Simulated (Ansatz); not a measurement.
# Cs15Br16: the cost of one run

Computed with Ansatz 0.2.0 (DFT, PBE, plane-wave PAW, default files, scalar-relativistic, unless a step's input says otherwise).

1 further run of the same task is left out (it didn't finish).

## Step 1: The structure to begin with

Symmetry: Fm-3m, No. 225, cubic system. The conventional cell has a = 17.302 Å, b = 17.302 Å, c = 17.302 Å, α = 90.00°, β = 90.00°, γ = 90.00°. Cs (site symmetry mmm) is surrounded by 8 Br at 3.75 Å. Cs (site symmetry -43m) is surrounded by 8 Br at 3.75 Å. Around Cs (site symmetry 4mm) lie 8 Br at 3.75 Å. Cs (site symmetry m-3m) has 8 Br at 3.75 Å as nearest neighbours. Br (site symmetry 3m) is surrounded by 7 Cs at 3.75 Å. Br (site symmetry 3m) is surrounded by 8 Cs at 3.75 Å.

As a file:

```xyz
31
Lattice="0.0000 8.6512 8.6512 8.6512 0.0000 8.6512 8.6512 8.6512 0.0000" Properties=species:S:1:pos:R:3 pbc="T T T"
Cs    0.0000    4.3256    4.3256
Cs    4.3256    0.0000    4.3256
Cs    4.3256    4.3256    0.0000
Cs    4.3256    4.3256    4.3256
Cs    4.3256    4.3256    8.6512
Cs    4.3256    8.6512    4.3256
Cs    4.3256    8.6512    8.6512
Cs    8.6512    4.3256    4.3256
Cs    8.6512    4.3256    8.6512
Cs    8.6512    8.6512    4.3256
Cs    8.6512    8.6512    8.6512
Cs    8.6512    8.6512   12.9769
Cs    8.6512   12.9769    8.6512
Cs   12.9769    8.6512    8.6512
Cs   12.9769   12.9769   12.9769
Br    2.1628    2.1628    2.1628
Br    2.1628    6.4884    6.4884
Br    6.4884    2.1628    6.4884
Br    6.4884    6.4884    2.1628
Br    6.4884    6.4884    6.4884
Br    6.4884    6.4884   10.8141
Br    6.4884   10.8141    6.4884
Br    6.4884   10.8141   10.8141
Br   10.8141    6.4884    6.4884
Br   10.8141    6.4884   10.8141
Br   10.8141   10.8141    6.4884
Br   10.8141   10.8141   10.8141
Br   10.8141   10.8141   15.1397
Br   10.8141   15.1397   10.8141
Br   15.1397   10.8141   10.8141
Br   15.1397   15.1397   15.1397
```

The vacant site is at (0.000, 0.000, 0.000) in fractional coordinates of the input's cell.

## Step 2: Single point at the given positions

The input, input.yaml:

```yaml
crystal:
  lattice:
    - [0.0, 8.65124444, 8.65124444]
    - [8.65124444, 0.0, 8.65124444]
    - [8.65124444, 8.65124444, 0.0]
  atoms:
    - { symbol: Cs, position: [0.5, 0.0, 0.0] }
    - { symbol: Cs, position: [0.0, 0.5, 0.0] }
    - { symbol: Cs, position: [0.0, 0.0, 0.5] }
    - { symbol: Cs, position: [0.25, 0.25, 0.25] }
    - { symbol: Cs, position: [0.5, 0.5, 0.0] }
    - { symbol: Cs, position: [0.5, 0.0, 0.5] }
    - { symbol: Cs, position: [0.75, 0.25, 0.25] }
    - { symbol: Cs, position: [0.0, 0.5, 0.5] }
    - { symbol: Cs, position: [0.25, 0.75, 0.25] }
    - { symbol: Cs, position: [0.25, 0.25, 0.75] }
    - { symbol: Cs, position: [0.5, 0.5, 0.5] }
    - { symbol: Cs, position: [0.75, 0.75, 0.25] }
    - { symbol: Cs, position: [0.75, 0.25, 0.75] }
    - { symbol: Cs, position: [0.25, 0.75, 0.75] }
    - { symbol: Cs, position: [0.75, 0.75, 0.75] }
    - { symbol: Br, position: [0.125, 0.125, 0.125] }
    - { symbol: Br, position: [0.625, 0.125, 0.125] }
    - { symbol: Br, position: [0.125, 0.625, 0.125] }
    - { symbol: Br, position: [0.125, 0.125, 0.625] }
    - { symbol: Br, position: [0.375, 0.375, 0.375] }
    - { symbol: Br, position: [0.625, 0.625, 0.125] }
    - { symbol: Br, position: [0.625, 0.125, 0.625] }
    - { symbol: Br, position: [0.875, 0.375, 0.375] }
    - { symbol: Br, position: [0.125, 0.625, 0.625] }
    - { symbol: Br, position: [0.375, 0.875, 0.375] }
    - { symbol: Br, position: [0.375, 0.375, 0.875] }
    - { symbol: Br, position: [0.625, 0.625, 0.625] }
    - { symbol: Br, position: [0.875, 0.875, 0.375] }
    - { symbol: Br, position: [0.875, 0.375, 0.875] }
    - { symbol: Br, position: [0.375, 0.875, 0.875] }
    - { symbol: Br, position: [0.875, 0.875, 0.875] }
total_charge: -1
kpoints:
  mp_grid: { grid: [2, 2, 2] }
scf:
  occupations: { method: fermi_dirac, width: 0.01 }
hamiltonian:
  xc: pbe
  pseudopotentials: { kind: paw }
output:
  forces: true
  stress: true
  populations: true
  efg:
    quadrupole_moments_barn: { Cs: -0.00343, Br: 0.2579 }
    contact_densities: true
```

Started as:

```bash
$ ansatz run input.yaml --threads 1 --pin off --max-ram 3072MiB --backend cpu --events-out ev --progress --plain --runs-dir out
```

What time and memory should one allow on 1 thread of Arm Neoverse V2, shared host?

About 62 s, with a peak of 1.8 GiB.
